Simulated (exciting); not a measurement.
Wanted: the native input for an exciting (release sodium) run.

- Task: electric field gradients
- Functional: LDA
- Potentials or basis: all-electron LAPW+lo, shipped species files, valence relativity iora*
- rgkmax: 9
- k mesh: 7 × 7 × 10
- Occupations: gaussian, width 0.0272 eV
- Spin: no spin polarisation
- outputlevel: low
- gmaxvr (cutoff of density and potential): 14 1/bohr
- lmaxapw (and lmaxmat): 10
- lmaxvr: 8
- nempty: 10
- Valence relativity: iora*
- epsengy: 1e-05 Ha
- epspot: 1e-05 Ha
- maxscl: 60
- Muffin-tin radii: Ga 2.0, As 2.0 bohr

Crystal: GaAs.

```
Ga As
1.0
     3.81014    0.00000    0.00000
     0.00000    3.81014    0.00000
     0.00000    0.00000    2.73891
Ga As
1 1
Cartesian
  1.9051 1.9051 1.3695
  0.0000 0.0000 1.3695
```

The cell was built by a generator and needn't be a form met in nature.

These files were run (other wordings do the same):

input.xml

```xml
<input>
  <title>GaAs</title>
  <structure speciespath="./" tshift="false" cartesian="true">
    <crystal scale="1.88972612463">
      <basevect>3.810140000000 0.000000000000 0.000000000000</basevect>
      <basevect>0.000000000000 3.810140000000 0.000000000000</basevect>
      <basevect>0.000000000000 0.000000000000 2.738910000000</basevect>
    </crystal>
    <species speciesfile="Ga.xml" rmt="2">
      <atom coord="3.600060548241 3.600060548241 2.587894889999"/>
    </species>
    <species speciesfile="As.xml" rmt="2">
      <atom coord="0.000000000000 0.000000000000 2.587894889999"/>
    </species>
  </structure>
  <groundstate do="fromscratch" ngridk="7 7 10" rgkmax="9" gmaxvr="14" lmaxapw="10" lmaxmat="10" lmaxvr="8" xctype="LDA_PW" stype="Gaussian" swidth="0.00099958" nempty="10" ValenceRelativity="iora*" epsengy="1e-05" epspot="1e-05" maxscl="60" tforce="true" outputlevel="low"/>
  <properties>
    <EFG/>
    <mossbauer/>
  </properties>
</input>
```

Potentials or basis: all-electron LAPW+lo, shipped species files, valence relativity iora*.

Launch:

```sh
$ OMP_NUM_THREADS=1 exciting_smp
```

Results of the run:

```
Band gap on the k mesh : none (metal or under the smearing width)
```

Caveat: the field gradient of a metal still moves by tens of percent with the k mesh; EFG.OUT prints the tensor in atomic units and with the sign opposite to the usual one.

Wall time 100 s on 1 thread of AMD EPYC 9R45 96-Core Processor (Zen 5), on a shared host, peak memory 0.14 GiB.
